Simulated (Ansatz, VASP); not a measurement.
**One calculation of ZrH, two programs**

```
Zr H
1.0
    -1.64391    1.64391    2.50440
     1.64391   -1.64391    2.50440
     1.64391    1.64391   -2.50440
Zr H
1 1
Direct
  0.00000 0.00000 0.00000
  0.75000 0.25000 0.50000
```

The cell comes from a database or a generator and needn't be the stable form of this composition.

Alike in both runs: task single point; functional LDA; k mesh 8 × 8 × 8; occupations gaussian, width 0.1 eV; no spin polarisation.

|  | VASP | Ansatz |
| --- | --- | --- |
| version | VASP 6.6.1 | Ansatz 0.2.0 |
| potentials or method | VASP PAW LDA potentials, release 64 (Zr_sv, H) | scalar-relativistic, plane waves, PAW |
| plane-wave cutoff (eV) | 520 | 420 |
| valence electrons in the cell | 13 | 13 |

Ansatz gave:

```
gap on the k mesh at the Fermi level (eV)       : none
pressure (GPa)                                  : -6.7
largest component of the traceless stress (GPa) : 0.43
```

Question: Which values does VASP return?

Answer: gap on the k mesh at the Fermi level (eV): none; pressure (GPa): -6.6; largest component of the traceless stress (GPa): 0.39.

A gap of «none» marks a metal or a gap that the smearing closes.
